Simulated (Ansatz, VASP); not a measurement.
This is a calculation of Fe for Ansatz 0.2.0.

input.yaml

```yaml
crystal:
  lattice:
    - [-1.443, 1.443, 1.443]
    - [1.443, -1.443, 1.443]
    - [1.443, 1.443, -1.443]
  atoms:
    - { symbol: Fe, position: [0.0, 0.0, 0.0], spin: 3.0 }
kpoints:
  mp_grid: { grid: [13, 13, 13] }
scf:
  occupations: { method: fermi_dirac, width: 0.05 }
hamiltonian:
  xc: pbe
  pseudopotentials: { kind: all_electron, lapw: { basis_error: 0.001 } }
magnetization:
  spin_polarized: true
output:
  forces: true
  stress: true
relax:
  f_tol: 0.02
  max_steps: 60
  cell: {}
```

Potentials or basis: all-electron LAPW, scalar-relativistic.

Command:

```console
$ ansatz run input.yaml --threads 2 --pin off --max-ram 6144MiB --backend cpu --events-out ev --progress --plain --runs-dir out
```

Q: Set up the same calculation for VASP 6.6.1. Potentials there: VASP PAW PBE potentials, release 64 (Fe).

A: As run (the cutoff follows the program's own potentials):

INCAR

```
PREC = Accurate
ENCUT = 600
EDIFF = 1E-6
ISMEAR = -1
SIGMA = 0.05
LREAL = F
LASPH = T
NELM = 150
ALGO = Normal
ISIF = 3
LWAVE = F
LCHARG = F
ISPIN = 2
MAGMOM = 3
LORBIT = 11
LMAXMIX = 4
GGA = PE
IBRION = 2
NSW = 80
EDIFFG = -0.02
```

File KPOINTS:

```
Automatic mesh
0
Gamma
  13 13 13
```

POSCAR

```
Fe
1.0
   -1.4430000000      1.4430000000      1.4430000000
    1.4430000000     -1.4430000000      1.4430000000
    1.4430000000      1.4430000000     -1.4430000000
Fe
1
Direct
    0.0000000000      0.0000000000      0.0000000000
```

Potentials or basis: VASP PAW PBE potentials, release 64 (Fe).

Run with:

```sh
$ cat potpaw_PBE.64/Fe/POTCAR > POTCAR
$ mpirun -np 1 vasp_std > vasp.out
```

Both were run:

|  | VASP | Ansatz | Ansatz less VASP |
| --- | --- | --- | --- |
| net moment per atom (μB) | 2.13 | 2.11 | -0.018 |
| size of the moment on the site where the two differ most (μB) | 2.13 | 2.17 | +0.040 |
| relaxed volume (Å³/atom) | 11.29 | 11.30 | +0.005 |
| relaxed cell length with the largest relative difference (Å) | 2.448 | 2.448 | +0.0004 |
| energy change over the relaxation (meV/atom) | -23 | -25 | -1.1 |

Site moments also hang on the region over which each program counts them. Ansatz ran all-electron here, so the differences hold the error of VASP's frozen core and of both bases.
